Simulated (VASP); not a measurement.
InP (zincblende): gaps by functional in VASP

```
CELL_PARAMETERS angstrom
0.00000 2.95379 2.95379
2.95379 0.00000 2.95379
2.95379 2.95379 0.00000
ATOMIC_POSITIONS crystal
In 0.00000 0.00000 0.00000
P 0.25000 0.25000 0.25000
```

All runs share this cell. Band v is the last that the valence electrons fill when counted band by band, and c is the next. A negative gap between them is a band overlap, as in a metal.

Problem. Rank these levels of theory by the band gap that they give, smallest first.
A. r²SCAN
B. PBE with spin–orbit coupling
C. PBEsol
D. PBE
E. LDA

Solution. E (0.38 eV), C (0.49 eV), B (0.55 eV), D (0.58 eV), A (1.03 eV).
